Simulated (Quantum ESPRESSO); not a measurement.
# MgTe in Quantum ESPRESSO: the effect of functional

MgTe:

```
Te Mg
1.0
     0.00000    3.23200    3.23200
     3.23200    0.00000    3.23200
     3.23200    3.23200    0.00000
Te Mg
1 1
Direct
  0.25000 0.25000 0.25000
  0.00000 0.00000 0.00000
```

The cell comes from a database or a generator and needn't be the stable form of this composition.

Alike in all runs:

* Program: Quantum ESPRESSO 7.5
* Task: phonons
* Cutoff: 1143 eV
* Density cutoff: 4572 eV
* k mesh: 2 × 2 × 2, shifted
* Occupations: fermi-dirac, width 0.05 eV
* Spin: no spin polarisation

Each run relaxes the cell or the atoms first.

| functional | potentials or basis | relaxed volume (Å³/atom) | dielectric constant (mean) | highest phonon frequency (cm⁻¹) |
| --- | --- | --- | --- | --- |
| LDA | PseudoDojo 0.4.1 SR LDA standard | 32.45 | 6.68 | 244 |
| PBEsol | PseudoDojo 0.4.1 SR PBEsol standard | 33.51 | 6.55 | 238 |
| PW91 | PseudoDojo 0.4.1 SR PBE standard | 34.47 | 6.33 | 255 |
| revPBE | PseudoDojo 0.4.1 SR PBE standard | 35.52 | 6.12 | 235 |
| WC | PseudoDojo 0.4.1 SR PBE standard | ? | ? | ? |
| vdW-DF-cx | PseudoDojo 0.4.1 SR PBE standard | 33.82 | 6.23 | 251 |

**Question.** What does the run with functional WC give?

**Answer.** Relaxed volume 33.58 Å³/atom; dielectric constant 6.55 mean; highest phonon frequency 244 cm⁻¹.

Caveats: all runs use coarse meshes; the potentials were made for another functional, which shifts forces and pressure (some runs); before the sum rule the acoustic modes lie tens of cm⁻¹ from zero, a sign that the density grid also shifts the optical modes (some runs).

Runs at the PBE level aren't shown here.
